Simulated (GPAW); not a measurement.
**CdS (Greenockite) in GPAW: convergence with k mesh**

Input of the first run (k mesh 2 × 2 × 1); the others differ in this setting and in those tied to it:

Contents of run.py:

```python
import json
import numpy as np
from ase.dft.bandgap import bandgap
from ase.io import read, write
from gpaw import GPAW, PW
from gpaw.response.g0w0 import G0W0

atoms = read('CdS.xyz')

calc = GPAW(mode=PW(450),
            xc='PBE',
            kpts={'size': (2, 2, 1), 'gamma': True},
            occupations={'name': 'fermi-dirac', 'width': 0.001},
            nbands=31,
            convergence={'density': 1e-06},
            maxiter=150,
            txt='gpaw.txt')
atoms.calc = calc
energy = atoms.get_potential_energy()
calc.write('gs.gpw')
write('result.traj', atoms)
print(f'Energy: {energy:.6f} eV')
print('Fermi level:', round(calc.get_fermi_level(), 4), 'eV')
print(f'Gap: {bandgap(calc)[0]:.4f} eV, direct: {bandgap(calc, direct=True)[0]:.4f} eV')

calc.diagonalize_full_hamiltonian(nbands=167)
calc.write('full.gpw', mode='all')

ibz = calc.get_ibz_k_points()
gap, vbm, cbm = bandgap(calc, output=None)
gap, direct, _ = bandgap(calc, direct=True, output=None)
gamma = int(np.abs(ibz).sum(1).argmin())
kpts = sorted({gamma, vbm[1], cbm[1], direct[1]})
gw = G0W0(calc='full.gpw',
          filename='gw',
          ecut=80,
          ecut_extrapolation=False,
          relbands=(-1, 1),
          kpts=kpts,
          integrate_gamma='sphere',
          nbands=163,
          ppa=True)
gw.calculate()
results = {mode: {key: np.asarray(r[key]).tolist() for key in ['f', 'eps', 'vxc', 'exx', 'sigma', 'Z', 'qp', 'sigma_eskn']}
           for mode, r in gw.all_results.items()}
json.dump({'kpts': ibz[kpts].tolist(), 'results': results}, open('gw.json', 'w'))
for mode, r in results.items():
    f, qp = np.array(r['f']), np.array(r['qp'])
    print(mode, 'quasiparticle energies (eV):')
    print(qp.round(3))
    print(mode, 'gap:', round(qp[f < 0.5].min() - qp[f > 0.5].max(), 4), 'eV')
```

CdS.xyz

```xyz
4
Lattice="4.1500000000 0.0000000000 0.0000000000 -2.0750000000 3.5940054257 0.0000000000 0.0000000000 0.0000000000 6.7370000000" Properties=species:S:1:pos:R:3 pbc="T T T"
Cd     2.0750000002      1.1980018084      3.3685000000
Cd    -0.0000000002      2.3960036173      0.0000000000
S      2.0750000002      1.1980018084      5.8948750000
S     -0.0000000002      2.3960036173      2.5263750000
```

Potentials or basis: GPAW PAW data sets (gpaw-data 1.2.1), pw.

Run with:

```console
$ OMP_NUM_THREADS=1 python run.py
```

Hardware: 1 thread of Arm Neoverse V2, with other jobs on the host.

```tsv
k mesh	energy less the tightest run, at zero smearing (meV/atom)	gap on the mesh (eV)	quasiparticle gap at the points computed (eV)	SCF cycles	CPU time (s)	peak memory (GiB)
2 × 2 × 1	185.47	1.102	1.727	12	29	0.58
2 × 2 × 2	223.95	1.093	1.623	12	61	0.6
3 × 3 × 2	36.68	1.157	2.000	12	110	0.61
4 × 4 × 2	6.31	1.173	2.064	12	180	0.62
5 × 5 × 3	0.00	1.176	2.111	12	510	0.73
```

Against the tightest run, the gap on the mesh stays within 0.01 eV from 4 × 4 × 2 on; the quasiparticle gap at the points computed stays within 0.05 eV from 4 × 4 × 2 on. Not settled before the last step: the energy (to 1 meV/atom). Meshes of other sizes hit other points, so gaps and Fermi surfaces needn't settle smoothly. The tightest run that finished is the yardstick and may itself not be fully converged.

Caveat, for the tightest run too: the quasiparticle gap is taken among the few k points that were corrected; the long-wavelength limit can be off by several per cent where d states take part.
